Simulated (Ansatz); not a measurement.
# CaF2 (fluorite): zero-pressure volume and bulk modulus with PBEsol

The task here is to estimate one member of a computed series from the others.

Program: Ansatz 0.2.0. Level of theory: DFT PBEsol, scalar-relativistic, plane waves, PAW. These are calculated values, not measurements.

## The structure to begin with

Symmetry: Fm-3m, No. 225, cubic system. The conventional cell has a = 5.462 Å, b = 5.462 Å, c = 5.462 Å, α = 90.00°, β = 90.00°, γ = 90.00°. Ca (site symmetry m-3m) is surrounded by 8 F at 2.37 Å. F (site symmetry -43m) has 4 Ca at 2.37 Å in its first shell of neighbours.

Coordinates:

```
CELL_PARAMETERS angstrom
0.00000 2.73125 2.73125
2.73125 0.00000 2.73125
2.73125 2.73125 0.00000
ATOMIC_POSITIONS crystal
Ca 0.00000 0.00000 0.00000
F 0.25000 0.25000 0.25000
F 0.75000 0.75000 0.75000
```

An earlier run on this cell at PBE gave 2.18 GPa at 13.583 Å³/atom (8×8×8 mesh), mesh gap 7.30 eV.

Set-up of the first run:

Contents of input.yaml:

```yaml
crystal:
  lattice:
    - [0.0, 2.7312487411, 2.7312487411]
    - [2.7312487411, 0.0, 2.7312487411]
    - [2.7312487411, 2.7312487411, 0.0]
  atoms:
    - { symbol: Ca, position: [0.0, 0.0, 0.0] }
    - { symbol: F, position: [0.25, 0.25, 0.25] }
    - { symbol: F, position: [0.75, 0.75, 0.75] }
basis:
  ecutwfc: 420
  ecutrho_ratio: 4
kpoints:
  mp_grid: { grid: [8, 8, 8] }
hamiltonian:
  xc: pbesol
scf:
  occupations: { method: gaussian, width: 0.05 }
output:
  forces: true
  stress: true
  eigenvalues: true
```

On the command line:

```
ansatz run input.yaml --threads 4 --pin off --max-ram 8192MiB --backend cpu --events-out ev --progress --plain --runs-dir out
```

Among the steps run: At the given cell; Stepping to 13.411 Å³/atom; Stepping to 13.272 Å³/atom; Volume × 0.98 of the new zero; Volume × 1.02 of the new zero; Volume × 0.96 of the new zero; Volume × 1.04 of the new zero.

One of the session's tables, all rows but one given; the rest of the session is left out.

It belongs to the step «Energy and pressure against volume». 

| volume (Å³/atom) | energy (meV/atom) | pressure (GPa) |
| --- | --- | --- |
| 12.741 | 6.12 | 3.88 |
| 13.006 | ? | ? |
| 13.272 | 0.00 | 0.00 |
| 13.537 | 1.32 | -1.63 |
| 13.802 | 5.30 | -3.10 |

Estimate the missing values for volume (Å³/atom) = 13.006.

Worked estimate for «energy (meV/atom)». A straight line through the neighbours (12.741, 6.12) and (13.272, 0.00) gives 6.12 + (0.00 − 6.12) × (13.006 − 12.741) / (13.272 − 12.741) = 3.07; a parabola fitted to 3 rows on both sides gives 1.60.

As computed: energy (meV/atom): 1.46; pressure (GPa): 1.83. In «energy (meV/atom)» the line misses by +1.61 and the parabola by +0.14.
